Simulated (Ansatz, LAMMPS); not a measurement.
# Relaxing amorphous TiO2 at 3.44 g/cm^3 (84 atoms), part 4 of 4

Wanted: the relaxed structure of amorphous TiO2 at 3.44 g/cm^3 (84 atoms) and its electronic structure.

Ansatz 0.2.0; Kohn-Sham DFT, PBE, PAW (set soft_2), plane waves.

The cell: 28 Ti and 56 O. The quench rate of 50 K/ps is many orders above laboratory rates. The network of bonds at the start is that of the classical potential that made the cell. Only the Γ point is sampled in the main run, in a cell whose shortest periodic width is 10 Å.

So far. Step 4 (Relaxation): The relaxation changed the energy by -46.4 meV/atom, and atoms moved by 0.28 Å r.m.s., 0.64 Å at most. Step 7 (K-mesh 2×2×2): Forces differ from those of the single point at the relaxed geometry by 16 meV/Å r.m.s.; the energy by -0.21 meV/atom and the gap by -0.032 eV. It took 3.6 min and 12 cycles; the reference's time can't be set against it, since the two runs asked for unlike analyses.

### Step 8. Functional HSE06

HSE06 mixes in a quarter of exact exchange at short range, which counters self-interaction, at a higher cost.

This step: Kohn-Sham DFT, HSE06, PAW (set soft_2), plane waves (Ansatz 0.2.0).

The input, input.yaml:

```yaml
crystal:
  lattice:
    - [10.2552, 0.0, 0.0]
    - [0.0, 10.2552, 0.0]
    - [0.0, 0.0, 10.2552]
  atoms:
    [... the 84 atom lines of step 6 ...]
kpoints:
  mp_grid: { grid: [1, 1, 1] }
hamiltonian:
  xc: hse06
scf:
  occupations: { method: fermi_dirac, width: 0.025 }
output:
  forces: true
  stress: true
  populations: true
  dos:
    method: { smearing: { sigma: 0.08 } }
    de: 0.05
    projected: { site_lists: { O: [O], Ti: [Ti] } }
  eigenvalues: true
```

Run with:

```
ansatz run input.yaml --threads 4 --pin off --max-ram 8192MiB --backend cpu --events-out ev --progress --plain --runs-dir out
```

Numbers of over 12 decimals in the logs are rounded to 6 here.

Output:

```text
Warning: output.stress: scf.convergence.dr2_threshold = 1e-7 eV (the SCF's general default) is looser than the 1.6e-9 eV advised for a printed stress (1e-10 eV for each atom of the cell: 84, of which 16 are counted). What an SCF threshold leaves in a stress goes as its square root, and in the free energy as the threshold itself, and one threshold admits the most on a small cell: [...]
Warning: output.stress: scf.exx.energy_threshold = 1e-6 eV is looser than the 1.6e-7 eV advised for a stress under a hybrid functional (1e-8 eV for each atom of the cell: 84, of which 16 are counted). Every SCF of the exchange loop can meet its threshold on dr2 while the loop round them stops early: [...]
exact exchange: scf.exx.singularity resolves to wigner_seitz, which cuts the screened interaction at the faces of the exchange supercell's Wigner-Seitz cell, so that each pair interacts once, at the shortest of its separations (the periodic images that this leaves out come, [...]
[...]
Crystal: 84 atoms, lattice volume = 1078.530 Å³
Basis set: ecut = 420 eV, 21079 PW (Γ), exchange–correlation on 144×144×144 points (8 copies of the dense FFT grid, shifted against one another)
Bands: 420, of which v1, the nominal top of the filled ones, is band 336 counted from 1 (335 counted from 0)
Symmetry: 1 space group operations
[...]
k-points: 1
[...]
SCF iter   1: F=—  HF=-101874.685431 eV  |F-HF|=—  |Δ(HF+E_count)|=         —  Δρ=4.57e-3  dr2=2.28e-1  ethr=1.77e-3  ⟨swp⟩=6.0  Hψ=1739  notcnv=0
[...]
SCF iter   5: F=—  HF=-101874.688157 eV  |F-HF|=—  |Δ(HF+E_count)|=   4.00e-3  Δρ=3.72e-4  dr2=1.26e-3  ethr=2.75e-7  ⟨swp⟩=5.0  Hψ=2073  notcnv=0  defer=1
eigensolver tolerance schedule: the retry pair's looser diagonalisation over-reported the residual by 0.47 of it (diagonalisation noise at 0.51 of the residual, at the tolerance the schedule requests for it); recorded, not acted on — ethr = c·dr2/N_el stays at c = 1.0e-1
SCF iter   6: F=-101874.688268 eV  HF=-101874.688265 eV  |F-HF|=2.94e-6  |Δ(HF+E_count)|=   1.08e-4  Δρ=1.71e-4  dr2=2.09e-4  ethr=1.88e-7  ⟨swp⟩=4.0  Hψ=904  notcnv=0
SCF 1 stopped early in 6 iterations: F = -101874.688268 eV  dr2 = 2.09e-4
[...]
Exchange kernel: α = 0.2500, screened, ω = 0.2079 Å⁻¹, Wigner–Seitz truncation, v(0) = 917.7973 eV·Å³, q-mesh 1×1×1, nearest image of the exchange supercell L = 10.26 Å, pair-density grid 50×50×50, without the augmentation charges, whose exchange is taken in its separable form (sized by the pseudopotential files, [...]
Frozen-core exchange: fock
SCF iter   1: F=—  HF=-101853.940442 eV  |F-HF|=—  |Δ(HF+E_count)|=         —  Δρ=3.19e-2  dr2=1.58e1  ethr=3.11e-7  ⟨swp⟩=10.0  Hψ=2438  notcnv=0
[...]
SCF iter   7: F=—  HF=-101850.494047 eV  |F-HF|=—  |Δ(HF+E_count)|=   2.55e-3  Δρ=2.57e-4  dr2=8.47e-4  ethr=3.11e-7  ⟨swp⟩=4.0  Hψ=1159  notcnv=0
SCF iter   8: F=-101850.493870 eV  HF=-101850.493917 eV  |F-HF|=4.70e-5  |Δ(HF+E_count)|=   1.30e-4  Δρ=1.03e-4  dr2=2.33e-4  ethr=9.93e-8  ⟨swp⟩=3.0  Hψ=792  notcnv=0
SCF 2 stopped early in 8 iterations: F = -101850.493870 eV  dr2 = 2.33e-4
  Residual-converged pass: ⟨swp⟩=5.0  Hψ=1267  notcnv=0  max |occ|·‖R‖ = 4.7e-6 eV (tolerance 6.7e-6 eV)  dr2=2.35e-4  dr2_onsite=9.01e-6  max |Δocc| = 0.0e0
hybrid outer 1: dexx = +7.243e-1 eV, tail = 1.47e-3 eV
[...]
Frozen-core exchange: fock
SCF iter   1: F=—  HF=-101850.483869 eV  |F-HF|=—  |Δ(HF+E_count)|=         —  Δρ=2.60e-4  dr2=9.32e-4  ethr=1.10e-6  ⟨swp⟩=11.0  Hψ=1282  notcnv=0
[...]
SCF iter  10: F=—  HF=-101850.483719 eV  |F-HF|=—  |Δ(HF+E_count)|=   2.45e-7  Δρ=2.09e-6  dr2=3.82e-8  ethr=5.60e-12 (applied; sched 1.45e-12)  ⟨swp⟩=8.0  Hψ=1449  notcnv=0
SCF iter  11: F=-101850.483719 eV  HF=-101850.483719 eV  |F-HF|=6.05e-9  |Δ(HF+E_count)|=   8.93e-9  Δρ=8.67e-7  dr2=1.23e-8  ethr=9.42e-12 (applied; sched 1.45e-12)  ⟨swp⟩=3.0  Hψ=758  notcnv=0
SCF 3 converged in 11 iterations: F = -101850.483719 eV  dr2 = 1.23e-8
[...]
hybrid outer 2: dexx = +7.962e-5 eV, tail = 2.77e-7 eV, Δε = 1.26e-2 eV (about 2.00e-4 eV left of the loop's levels), ΔF = 3.72e-2 eV/Å (tail 2.60e-3)
[...]
Frozen-core exchange: fock
SCF iter   1: F=—  HF=-101850.483723 eV  |F-HF|=—  |Δ(HF+E_count)|=         —  Δρ=3.15e-6  dr2=1.35e-7  ethr=2.06e-10  ⟨swp⟩=15.0  Hψ=1683  notcnv=0
[...]
SCF iter   3: F=-101850.483723 eV  HF=-101850.483723 eV  |F-HF|=5.49e-9  |Δ(HF+E_count)|=   2.77e-8  Δρ=8.21e-7  dr2=6.67e-9  ethr=6.04e-12 (applied; sched 2.78e-12)  ⟨swp⟩=8.0  Hψ=1325  notcnv=0  defer=31
SCF 4 converged in 3 iterations: F = -101850.483723 eV  dr2 = 6.67e-9
[...]
hybrid SCF converged: 3 outer / 22 inner (+6 warm-up), last move |dexx| = 4.50e-8 eV, tail = 1.46e-8 eV
Stability not checked: this state was not tested for a lower state beside it, because the functional holds exact exchange (a hybrid, or Hartree-Fock), whose exchange loop this test does not read (fock_operator; see scf.lower_state_search)
Free energy (F): -101850.483723 eV
Frozen-core exchange: fock
[...]
Internal energy: -101850.483723 eV  (E = F + TS)
E sigma→0 (E₀):  -101850.483723 eV
Fermi energy:    6.981614 eV
[...]
Σ components = -101850.483723   (vs F -101850.483723, Δ=1.46e-11)
--- Forces (eV/Å), atoms counted from 1 ---
  atom   1  Ti    -0.10012489     0.06636705    -0.01604889
  atom   2  Ti    -0.00002012    -0.11498964    -0.17143292
  atom   3  Ti     0.15348881     0.50281835    -0.09062580
  atom   4  Ti     0.03234645     0.12051255     0.14890887
[...]
atom  84  O      0.06740340     0.14109108     0.35500278
  max |Σ_I F_I| component: 6.00e-5 eV/Å
--- Stress (GPa, compression-positive) ---
       -2.906763      -0.099843       1.369685
       -0.099843      -6.792372      -0.133807
        1.369685      -0.133807      -4.337542
  P = ⅓ Tr σ = -4.6789 GPa (-46.789 kbar)
--- Band table (eV) ---
[...]
--- Löwdin populations: 84 sites ---
  site symbol       q [e]
     0     Ti     10.4762
     1     Ti     10.5013
     2     Ti     10.4696
[...]
83      O      6.7497
  spilling = 0.004058 (of n_electrons = 672.000000)
```

It took 7.8 min on 4 threads of Arm Neoverse V1, shared host; peak memory 3.7 GiB.

The program notes that the exchange threshold is loose for the stress and the SCF threshold is loose for the stress.

Geometry and reference: those of the single point at the relaxed geometry.

Forces differ from those of the single point at the relaxed geometry by 205 meV/Å r.m.s.; the pressure by -6.1 GPa and the gap by +1.5 eV. It took 7.8 min and 28 cycles; the reference's time can't be set against it, since the two runs asked for unlike analyses.

The run gave:

| Quantity | Value |
| --- | --- |
| free energy | -101850.4837 eV |
| free energy per atom | -1212.5058 eV/atom |
| SCF cycles | 28 |
| pressure | -4.679 GPa |
| r.m.s. force component | 0.2065 eV/Å |
| longest force | 0.6892 eV/Å |
| Fermi energy | 6.982 eV |
| gap (highest filled to lowest empty level) | 4.271 eV |
| spilling of the projection | 0.004058 |

Length of the force by element and coordination:

```tsv
element	coordination	atoms	mean length of the force (eV/Å)	spread	least	most
O	all	56	0.325	0.15	0.0825	0.689
O	2	31	0.380	0.157	0.113	0.689
O	3	24	0.251	0.106	0.0825	0.539
O	4	1	0.388	0	0.388	0.388
Ti	all	28	0.330	0.137	0.069	0.616
Ti	4	9	0.286	0.152	0.069	0.477
Ti	5	12	0.354	0.136	0.121	0.616
Ti	6	7	0.345	0.0967	0.241	0.511
```

Löwdin charges by element and coordination (they lack the spilled electrons, 0.032 e an atom on average):

```tsv
element	coordination	atoms	mean charge (e)	spread	least	most
O	all	56	-0.704	0.0505	-0.797	-0.606
O	2	31	-0.666	0.0275	-0.716	-0.606
O	3	24	-0.751	0.028	-0.797	-0.692
O	4	1	-0.750	0	-0.750	-0.750
Ti	all	28	1.50	0.027	1.45	1.55
Ti	4	9	1.49	0.0255	1.45	1.52
Ti	5	12	1.51	0.027	1.46	1.55
Ti	6	7	1.52	0.0189	1.48	1.54
```

States in the cell by windows of 1 eV, zero at the Fermi level; the larger projections on atomic orbitals stand beside the total:

```tsv
from (eV)	to (eV)	total	O p	Ti d
-14	-8	0.0	0.0	0.0
-8	-7	2.9	2.1	0.6
-7	-6	65.1	46.5	15.4
-6	-5	88.7	66.6	18.5
-5	-4	60.4	49.4	8.9
-4	-3	73.6	64.7	7.0
-3	-2	45.3	42.0	2.5
-2	2	0.0	0.0	0.0
2	3	56.7	4.2	50.4
3	4	68.5	9.1	55.2
```

Between -26 and -14 eV lie 112 more states.

The stored curve holds about 448 of the 672 electrons; the rest, give or take the few that broadening carries across the Fermi level, lie in deeper levels below its range.

The levels nearest the highest filled one (over half full), pooled over k-points and spins:

```tsv
level less the highest filled one (eV)	occupation
-0.355	2
-0.329	2
-0.209	2
-0.188	2
-0.0848	2
0	2
4.27	0
4.32	0
4.36	0
4.40	0
4.43	0
4.47	0
```

### Step 9. Functional r2SCAN (500 eV)

The meta-GGA r2SCAN uses the kinetic energy density as well as the density and its gradient. Besides, the cutoff goes from 420 to 500 eV.

This step: Kohn-Sham DFT, r2SCAN, PAW (set soft_2), plane waves (Ansatz 0.2.0).

input.yaml, as its differences from that of step 8:

```diff
@@ -10,3 +10,3 @@
 hamiltonian:
-  xc: hse06
+  xc: r2scan
 scf:
```

Output:

```text
[...]
Crystal: 84 atoms, lattice volume = 1078.530 Å³
Basis set: ecut = 500 eV, 27369 PW (Γ), exchange–correlation on 300×300×300 points (64 copies of the dense FFT grid, shifted against one another)
Bands: 420, of which v1, the nominal top of the filled ones, is band 336 counted from 1 (335 counted from 0)
Symmetry: 1 space group operations
[...]
k-points: 1
[...]
SCF iter   1: F=—  HF=-102083.426964 eV  |F-HF|=—  |Δ(HF+E_count)|=         —  Δρ=2.45e-2  dr2=7.70e0  dr2_τ=5.34e0  ethr=1.77e-3  ⟨swp⟩=5.0  Hψ=1547  notcnv=0  defer=36
[...]
SCF iter  11: F=—  HF=-102083.530256 eV  |F-HF|=—  |Δ(HF+E_count)|=   2.26e-7  Δρ=4.01e-6  dr2=2.29e-7  dr2_τ=1.94e-8  ethr=1.18e-10  ⟨swp⟩=2.0  Hψ=539  notcnv=0  defer=73
SCF iter  12: F=-102083.530256 eV  HF=-102083.530256 eV  |F-HF|=2.73e-8  |Δ(HF+E_count)|=   3.50e-8  Δρ=2.49e-6  dr2=8.18e-8  dr2_τ=7.21e-9  ethr=1.49e-11  ⟨swp⟩=11.0  Hψ=1748  notcnv=0
SCF 1 converged in 12 iterations: F = -102083.530256 eV  dr2 = 8.18e-8
[...]
SCF converged after 12 iterations
Free energy (F): -102083.530256 eV
[...]
Internal energy: -102083.530256 eV  (E = F + TS)
E sigma→0 (E₀):  -102083.530256 eV
Fermi energy:    7.014780 eV
[...]
Σ components = -102083.530256   (vs F -102083.530256, Δ=0.00e0)
--- Forces (eV/Å), atoms counted from 1 ---
  atom   1  Ti    -0.02533801    -0.01375498     0.00235453
  atom   2  Ti    -0.01303263    -0.03707116    -0.05863669
  atom   3  Ti    -0.01776450     0.14240476    -0.02427628
  atom   4  Ti     0.05702533     0.05537698     0.03078491
[...]
atom  84  O      0.04417083     0.08323644     0.11314147
  max |Σ_I F_I| component: 4.38e-4 eV/Å
--- Stress (GPa, compression-positive) ---
       -0.907921      -0.045502       1.200274
       -0.045501      -4.654369      -0.088062
        1.200274      -0.088062      -2.363677
  P = ⅓ Tr σ = -2.6420 GPa (-26.420 kbar)
--- Band table (eV) ---
[...]
--- Löwdin populations: 84 sites ---
  site symbol       q [e]
     0     Ti     10.5697
     1     Ti     10.5928
     2     Ti     10.5610
[...]
83      O      6.7142
  spilling = 0.003553 (of n_electrons = 672.000000)
```

Run time: 53 s. Hardware: 4 threads; peak memory 3 GiB.

Geometry and reference: those of the single point at the relaxed geometry.

Forces differ from those of the single point at the relaxed geometry by 66 meV/Å r.m.s.; the pressure by -4.0 GPa and the gap by +0.34 eV. It took 53 s and 12 cycles; the reference's time can't be set against it, since the two runs asked for unlike analyses.

### Step 10. Functional PBEsol

PBEsol restores the gradient expansion of exchange for slowly varying densities and usually gives shorter bonds in solids than PBE.

This step: Kohn-Sham DFT, PBEsol, PAW (set soft_2), plane waves (Ansatz 0.2.0).

input.yaml, as its differences from that of step 9:

```diff
@@ -10,3 +10,3 @@
 hamiltonian:
-  xc: r2scan
+  xc: pbesol
 scf:
```

Output:

```text
[...]
Crystal: 84 atoms, lattice volume = 1078.530 Å³
Basis set: ecut = 420 eV, 21079 PW (Γ), exchange–correlation on 144×144×144 points (8 copies of the dense FFT grid, shifted against one another)
Bands: 420, of which v1, the nominal top of the filled ones, is band 336 counted from 1 (335 counted from 0)
Symmetry: 1 space group operations
[...]
k-points: 1
[...]
SCF iter   1: F=—  HF=-100783.316225 eV  |F-HF|=—  |Δ(HF+E_count)|=         —  Δρ=1.70e-2  dr2=2.81e0  ethr=1.77e-3  ⟨swp⟩=5.0  Hψ=1551  notcnv=0  defer=33
[...]
SCF iter  12: F=—  HF=-100782.772608 eV  |F-HF|=—  |Δ(HF+E_count)|=   3.29e-7  Δρ=4.85e-6  dr2=3.05e-7  ethr=1.02e-10  ⟨swp⟩=2.0  Hψ=525  notcnv=0  defer=72
SCF iter  13: F=-100782.772608 eV  HF=-100782.772608 eV  |F-HF|=2.20e-8  |Δ(HF+E_count)|=   3.84e-8  Δρ=1.41e-6  dr2=2.74e-8  ethr=1.49e-11  ⟨swp⟩=9.0  Hψ=1774  notcnv=0
SCF 1 converged in 13 iterations: F = -100782.772608 eV  dr2 = 2.74e-8
[...]
SCF converged after 13 iterations
Free energy (F): -100782.772608 eV
[...]
Internal energy: -100782.772608 eV  (E = F + TS)
E sigma→0 (E₀):  -100782.772608 eV
Fermi energy:    7.059457 eV
[...]
Σ components = -100782.772608   (vs F -100782.772608, Δ=0.00e0)
--- Forces (eV/Å), atoms counted from 1 ---
  atom   1  Ti     0.04229900     0.07253548    -0.04674425
  atom   2  Ti     0.02230848    -0.05061226    -0.04508206
  atom   3  Ti     0.01039701     0.09190242     0.00038065
  atom   4  Ti    -0.01004568     0.02413584     0.06439345
[...]
atom  84  O      0.03637727     0.08737470     0.11858576
  max |Σ_I F_I| component: 3.96e-5 eV/Å
--- Stress (GPa, compression-positive) ---
       -1.966792      -0.038254       1.115965
       -0.038254      -5.562375      -0.058245
        1.115965      -0.058245      -3.294961
  P = ⅓ Tr σ = -3.6080 GPa (-36.080 kbar)
--- Band table (eV) ---
[...]
--- Löwdin populations: 84 sites ---
  site symbol       q [e]
     0     Ti     10.6804
     1     Ti     10.6994
     2     Ti     10.6734
[...]
83      O      6.6565
  spilling = 0.003579 (of n_electrons = 672.000000)
```

The job ended after 25 s (4 threads; peak memory 1.5 GiB).

Geometry and reference: those of the single point at the relaxed geometry.

Forces differ from those of the single point at the relaxed geometry by 72 meV/Å r.m.s.; the pressure by -5.0 GPa and the gap by -0.025 eV.

### Step 11. All settings compared

Differences are against the single point at the relaxed geometry (Kohn-Sham DFT, PBE, PAW (set soft_2), plane waves), whose r.m.s. force component is 0.0104 eV/Å. Energies are set beside the reference only for runs with its functional, potentials and electron count. Times are for 4 threads of Arm Neoverse V1, shared host. The reference's time includes grids, which some other runs skip.

```tsv
run	Δ force, r.m.s. (meV/Å)	Δ energy (meV/atom)	Δ pressure (GPa)	Δ gap (eV)	cycles	time	host memory (GiB)
reference	-	-	-	-	12	24 s	1.5
k-mesh 2×2×2	16.2	-0.205	0.0057	-0.032	12	3.6 min	5.7
functional HSE06	205	-	-6.07	1.50	28	7.8 min	3.7
functional r2SCAN (500 eV)	65.5	-	-4.04	0.338	12	53 s	3.0
functional PBEsol	72.4	-	-5.00	-0.0246	13	25 s	1.5
```

### Step 12. Results

- energy change in the relaxation: -46.41 meV/atom
- r.m.s. displacement: 0.282 Å
- largest displacement: 0.642 Å
- free energy per atom: -1212.7921 eV/atom
- pressure: 1.394 GPa
- r.m.s. force component: 0.01041 eV/Å
- gap (highest filled to lowest empty level): 2.769 eV
- wall time of the 7 DFT runs: 16 min

In words: Relaxation lowers the energy by 46.4 meV/atom and moves atoms by 0.28 Å r.m.s.; the r.m.s. force component goes from 0.65 to 0.010 eV/Å. By the final cutoffs 2 of 131 bonded pairs parted and 9 joined. First to last step the energy falls by 3.898 eV; the largest move, 0.64 Å, is that of O73. The O-Ti bonds go from 1.889 Å (spread 0.187) to 1.929 Å (spread 0.154), and their number from 131 to 138. Counting bonds as in the table, 55 % of O atoms have 2 and 43 % of Ti atoms have 5 bonded neighbours. The highest filled and lowest empty levels differ by 2.77 eV (at Γ alone); a semilocal functional tends to put such gaps too low. In a disordered cell it changes from sample to sample, and tail or defect levels can set it.

Among the changes of functional, dispersion, potentials or spin set against this reference, functional HSE06 moves the forces most, by 205 meV/Å r.m.s. The gap changes by +1.50 eV with HSE06.

Caveats: The starting topology of bonds comes from the classical model; in DFT 2 of its 131 bonded pairs passed out of the cutoffs and 9 came within them. The stress is far from hydrostatic: its diagonal is 3.0, -0.5, 1.6 GPa, compression counted positive.

[Logs are printed without paths, hosts, clocks, repeated set-up lines and the standing remarks that a program may print on its own settings, such as how far it seeks lower states.]

[Hosts, paths, dates, database ids (printed as entryN), source tags and the programs' standing remarks are cut or masked in the printed files.]
